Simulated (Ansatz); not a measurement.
# GaSe: a scan of SCF settings, part 2 of 2

Which SCF settings change the result for GaSe, and which only the effort? The default run comes first. GaSe is taken in its deposited structure (space group P6_3/mmc), 8 atoms in the cell. Source: COD entry 9008968; the sample's temperature and pressure aren't taken into account.

Ansatz 0.2.0; DFT PBE, PAW, plane waves, scalar-relativistic. The steps go on from the part before.

### Step 7. Fermi–Dirac width 0.001 eV, no switch to direct minimisation

input.yaml

```yaml
crystal:
  lattice:
    - [3.74200127, 0.0, 0.0]
    - [-1.87100064, 3.24066816, 0.0]
    - [0.0, 0.0, 15.919]
  atoms:
    - { symbol: Ga, position: [0.33333333, 0.66666667, 0.177] }
    - { symbol: Ga, position: [0.66666667, 0.33333333, 0.677] }
    - { symbol: Ga, position: [0.33333333, 0.66666667, 0.323] }
    - { symbol: Ga, position: [0.66666667, 0.33333333, 0.823] }
    - { symbol: Se, position: [0.33333333, 0.66666667, 0.6] }
    - { symbol: Se, position: [0.66666667, 0.33333333, 0.1] }
    - { symbol: Se, position: [0.33333333, 0.66666667, 0.9] }
    - { symbol: Se, position: [0.66666667, 0.33333333, 0.4] }
hamiltonian:
  xc: pbe
  pseudopotentials: { kind: paw }
basis:
  ecutwfc: 420
kpoints:
  mp_grid: { grid: [7, 7, 2] }
scf:
  occupations: { method: fermi_dirac, width: 0.001 }
  lower_state_search: "off"
  algorithm: density_mixing
  max_iter: 50
  mixing: {}
output:
  forces: true
  stress: true
```

Launch:

```bash
> ansatz run input.yaml --threads 2 --pin off --max-ram 5120MiB --backend cpu --events-out ev --progress --plain --runs-dir out
```

Standard output (excerpt; [...] marks lines left out):

```text
[... 23 lines as in an earlier run ...]
SCF iter   1: F=—  HF=-37012.839550 eV  |F-HF|=—  |Δ(HF+E_count)|=         —  Δρ=1.45e-3  dr2=4.69e-3  ethr=1.77e-3  ⟨swp⟩=6.2  Hψ=3826  notcnv=0
[...]
SCF iter   7: F=-37012.839793 eV  HF=-37012.839793 eV  |F-HF|=4.35e-8  |Δ(HF+E_count)|=   2.38e-7  Δρ=4.76e-6  dr2=4.45e-8  ethr=8.62e-11  ⟨swp⟩=3.0  Hψ=3921  notcnv=0
[...]
SCF converged after 7 iterations
Free energy (F): -37012.839793 eV
[...]
E sigma→0 (E₀):  -37012.839793 eV
Fermi energy:    8.017908 eV
[...]
--- Forces (eV/Å), atoms counted from 1 ---
  atom   1  Ga     0.00000000    -0.00000000    -1.24467767
  atom   2  Ga     0.00000000    -0.00000000    -1.24467767
  atom   3  Ga    -0.00000000    -0.00000000     1.24467767
  atom   4  Ga     0.00000000    -0.00000000     1.24467767
  atom   5  Se    -0.00000000     0.00000000     0.25575052
  atom   6  Se     0.00000000    -0.00000000     0.25575052
  atom   7  Se     0.00000000    -0.00000000    -0.25575052
  atom   8  Se    -0.00000000    -0.00000000    -0.25575052
[...]
--- Stress (GPa, compression-positive) ---
        2.056874      -0.000000       0.000000
       -0.000000       2.056874       0.000000
        0.000000      -0.000000       4.861784
  P = ⅓ Tr σ = 2.9918 GPa (29.918 kbar)
```

Run time: 4.5 s. Hardware: 2 threads of Intel Xeon Platinum 8488C (Sapphire Rapids), shared host; peak memory 0.65 GiB.

The count stays at 7. Against the default run: free energy unchanged, zero-width estimate unchanged.

### Step 8. Cutoff 350 eV

input.yaml, as its differences from that of step 7:

```diff
@@ -18,3 +18,3 @@
 basis:
-  ecutwfc: 420
+  ecutwfc: 350
 kpoints:
@@ -22,7 +22,5 @@
 scf:
-  occupations: { method: fermi_dirac, width: 0.001 }
+  occupations: { method: fermi_dirac, width: 0.05 }
   lower_state_search: "off"
-  algorithm: density_mixing
   max_iter: 50
-  mixing: {}
 output:
```

Launch:

```bash
> ansatz run input.yaml --threads 2 --pin off --max-ram 5120MiB --backend cpu --events-out ev --progress --plain --runs-dir out
```

Standard output (excerpt; [...] marks lines left out):

```text
Warning: basis.ecutwfc = 350 eV is below the records' recommended 420 eV, and the density's cutoff is lower with it unless basis.ecutrho_ratio is high enough to keep the records' density cutoff: compare with a run at a higher cutoff
[... 10 lines as in an earlier run ...]
Basis set: ecut = 350 eV, 2881 PW (Γ), exchange–correlation on 48×48×200 points (8 copies of the dense FFT grid, shifted against one another)
[... 12 lines as in an earlier run ...]
SCF iter   1: F=—  HF=-37012.812181 eV  |F-HF|=—  |Δ(HF+E_count)|=         —  Δρ=1.60e-3  dr2=5.07e-3  ethr=1.77e-3  ⟨swp⟩=6.0  Hψ=3603  notcnv=0
[...]
SCF iter   7: F=-37012.808716 eV  HF=-37012.808716 eV  |F-HF|=3.24e-8  |Δ(HF+E_count)|=   4.27e-7  Δρ=5.30e-6  dr2=5.55e-8  ethr=8.62e-11  ⟨swp⟩=4.0  Hψ=3848  notcnv=0
[...]
SCF converged after 7 iterations
Free energy (F): -37012.808716 eV
[...]
E sigma→0 (E₀):  -37012.808716 eV
Entropy (-TS):   -0.000000 eV (-0.000 meV/atom)
Fermi energy:    8.000505 eV
[...]
--- Forces (eV/Å), atoms counted from 1 ---
  atom   1  Ga     0.00000000     0.00000000    -1.24453105
  atom   2  Ga    -0.00000000    -0.00000000    -1.24453105
  atom   3  Ga     0.00000000     0.00000000     1.24453105
  atom   4  Ga    -0.00000000    -0.00000000     1.24453105
  atom   5  Se     0.00000000     0.00000000     0.25283225
  atom   6  Se    -0.00000000    -0.00000000     0.25283225
  atom   7  Se     0.00000000     0.00000000    -0.25283225
  atom   8  Se    -0.00000000     0.00000000    -0.25283225
[...]
--- Stress (GPa, compression-positive) ---
        2.066824      -0.000000       0.000000
       -0.000000       2.066824       0.000000
        0.000000       0.000000       4.883769
  P = ⅓ Tr σ = 3.0058 GPa (30.058 kbar)
```

It took 3 s on 2 threads of Intel Xeon Platinum 8488C (Sapphire Rapids), shared host; peak memory 0.6 GiB.

The count stays at 7. Against the default run: free energy shifted by +3.9 meV/atom, forces change by up to 0.003 eV/Å.

This setting is poor on purpose, so its numbers aren't to be taken as properties of the material.

### Step 9. Tetrahedron occupations

input.yaml, as its differences from that of step 8:

```diff
@@ -18,3 +18,3 @@
 basis:
-  ecutwfc: 350
+  ecutwfc: 420
 kpoints:
@@ -22,3 +22,3 @@
 scf:
-  occupations: { method: fermi_dirac, width: 0.05 }
+  occupations: { method: tetrahedron }
   lower_state_search: "off"
```

Launch:

```bash
> ansatz run input.yaml --threads 2 --pin off --max-ram 5120MiB --backend cpu --events-out ev --progress --plain --runs-dir out
```

Standard output (excerpt; [...] marks lines left out):

```text
Warning: output.forces, output.stress, relax.cell or npt_langevin: where a Kohn–Sham band that disperses or a degenerate level is filled in part under the method tetrahedron, the forces or the stress that this run publishes need not agree with its energy (scf.occupations.method in the [...]
band count auto-derived: 71 (N_el = 116.0; filled up to band 58; 70 by the electrons, moments and atoms)
[... 11 lines as in an earlier run ...]
Bands: 71, of which v1, the nominal top of the filled ones, is band 58 counted from 1 (57 counted from 0)
[... 11 lines as in an earlier run ...]
SCF iter   1: F=—  HF=-37012.839505 eV  |F-HF|=—  |Δ(HF+E_count)|=         —  Δρ=1.45e-3  dr2=4.76e-3  ethr=1.77e-3  ⟨swp⟩=6.0  Hψ=4098  notcnv=0  defer=4
[...]
SCF iter   7: F=-37012.839793 eV  HF=-37012.839793 eV  |F-HF|=6.18e-8  |Δ(HF+E_count)|=   7.11e-8  Δρ=4.33e-6  dr2=4.28e-8  ethr=8.62e-11  ⟨swp⟩=5.2  Hψ=5115  notcnv=0
[...]
SCF converged after 7 iterations
[... 1 line as in an earlier run ...]
Free energy (F): -37012.839793 eV
[...]
E sigma→0 (E₀):  -37012.839793 eV
Fermi energy:    7.410818 eV
[...]
--- Forces (eV/Å), atoms counted from 1 ---
  atom   1  Ga     0.00000000     0.00000000    -1.24466803
  atom   2  Ga    -0.00000000    -0.00000000    -1.24466803
  atom   3  Ga     0.00000000     0.00000000     1.24466803
  atom   4  Ga    -0.00000000    -0.00000000     1.24466803
  atom   5  Se     0.00000000     0.00000000     0.25574919
  atom   6  Se    -0.00000000    -0.00000000     0.25574919
  atom   7  Se     0.00000000     0.00000000    -0.25574919
  atom   8  Se    -0.00000000    -0.00000000    -0.25574919
[...]
--- Stress (GPa, compression-positive) ---
        2.056867       0.000000       0.000000
        0.000000       2.056867       0.000000
        0.000000       0.000000       4.861779
  P = ⅓ Tr σ = 2.9918 GPa (29.918 kbar)
--- Band table (eV; the first three rows and the last of 16) ---
[...]
```

It took 4.2 s on 2 threads of Intel Xeon Platinum 8488C (Sapphire Rapids), shared host; peak memory 0.66 GiB.

7 iterations, as in the default run; free energy unchanged, zero-width estimate unchanged.

### Step 10. The runs side by side

```tsv
step	settings	iterations	time	against the default run
2	default SCF settings	7	4.3 s	reference
3	Methfessel–Paxton smearing, width 2.0 eV	7	5.3 s	free energy shifted by +121 meV/atom, zero-width estimate shifted by +42.5 meV/atom, so these numbers say nothing of the material, forces change by up to 0.229 eV/Å, pressure 1.7 GPa against 3.0
4	cutoff 60 eV	11	1.2 s	free energy shifted by +769830 meV/atom, so these numbers say nothing of the material, forces change by up to 31.613 eV/Å, pressure -642.6 GPa against 3.0
5	iteration limit 15	7	4.4 s	the same free energy
6	fixed occupations	7	4.4 s	free energy unchanged, zero-width estimate unchanged
7	Fermi–Dirac width 0.001 eV, no switch to direct minimisation	7	4.5 s	free energy unchanged, zero-width estimate unchanged
8	cutoff 350 eV	7	3 s	free energy shifted by +3.9 meV/atom, forces change by up to 0.003 eV/Å
9	tetrahedron occupations	7	4.2 s	free energy unchanged, zero-width estimate unchanged
```

Decimal logarithm of the largest residual (eV) by iteration, counted through all cycles of a run:

```csv
iteration,step 2,step 3,step 4,step 5,step 6,step 7,step 8,step 9
1,-2.3,-1.8,3.6,-2.3,-2.4,-2.3,-2.3,-2.3
2,-3.0,-1.6,2.3,-3.0,-3.0,-3.0,-3.0,-3.0
3,-3.8,-2.8,1.5,-3.8,-3.8,-3.8,-3.6,-3.7
4,-5.0,-5.0,0.8,-5.0,-5.1,-5.0,-4.5,-5.0
5,-6.0,-5.9,-0.1,-6.0,-5.9,-6.0,-5.4,-5.9
6,-6.3,-6.6,-1.5,-6.3,-6.4,-6.3,-6.2,-6.3
7,-7.3,-7.6,-3.0,-7.3,-7.5,-7.4,-7.3,-7.4
8,-,-,-4.8,-,-,-,-,-
9,-,-,-5.1,-,-,-,-,-
10,-,-,-5.8,-,-,-,-,-
11,-,-,-7.3,-,-,-,-,-
```

### Step 11. What came out

The summary covers parts 1 to 2.

| quantity | value |
| --- | --- |
| default run | 7 iterations, with a gap of 1.21 eV on the k-mesh |
| fewest iterations to that state among the runs shown | 7 (default SCF settings) |
| most iterations to it | 7 (iteration limit 15) |
| runs that end in another state, among changes of path alone | 0 |
| largest shift of the free energy by occupations, cutoff, mesh or field | +769830 meV/atom (cutoff 60 eV) |

In words: The default and the runs that change only the path, 2 in all, end in one state, each in 7 iterations. Occupations, cutoff, mesh and fields change the problem that is solved, not just the path; the largest shift here is that of “cutoff 60 eV”. Other settings tried on this cell gave no result: key ecut in place of ecutwfc (input refused); linear mixing, β 0.9, no preconditioner (cut off at the time limit after 31 iterations, cycles); linear mixing, β 0.7, no preconditioner (cut off at the time limit after 40 iterations, cycles). Counts include iterations that the program adds to test a close, so a difference of one or two ranks nothing. The starting density is a sum of atomic densities corrected by a trained network, so it is already close to self-consistency.

The gaps are Kohn-Sham values of a semilocal functional, not quasiparticle or optical gaps. Such gaps usually fall short of the measured ones.
